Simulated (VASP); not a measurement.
## Li: single point with LDA

Crystal: Li.

```
CELL_PARAMETERS angstrom
-1.79790 1.79790 1.79790
1.79790 -1.79790 1.79790
1.79790 1.79790 -1.79790
ATOMIC_POSITIONS crystal
Li 0.00000 0.00000 0.00000
```

The cell isn't the ideal one: functional LDA, strained and moved within the space group.

```json
{"Program": "VASP 6.6.1", "Task": "single point", "Functional": "LDA", "Potentials or basis": "VASP PAW LDA potentials, release 64 (Li_sv)", "Cutoff": "520 eV", "k mesh": "16 × 16 × 16", "Occupations": "gaussian, width 0.1 eV", "Spin": "no spin polarisation", "Dipole correction": "no", "Further INCAR settings": "ALGO = Normal; EDIFF = 1e-06; NBANDS = 8"}
```

- Band gap on the k mesh: none (metal or under the smearing width)

Levels at points of the mesh, in eV from the Fermi level:
| k point | band 1 | band 2 | band 3 | band 4 | band 5 |
| --- | --- | --- | --- | --- | --- |
| (0.00, 0.00, 0.00) | -45.87 | -3.32 | 13.00 | 13.00 | 13.00 |
| (0.50, 0.00, 0.00) | -45.86 | 0.27 | 2.87 | 9.26 | 10.68 |
| (0.50, 0.50, 0.50) | -45.85 | 4.97 | 4.97 | 4.97 | 7.26 |

Run time: 4.7 s on 1 thread of Intel(R) Xeon(R) 6975P-C (Granite Rapids) (shared host), peak memory 0.13 GiB.
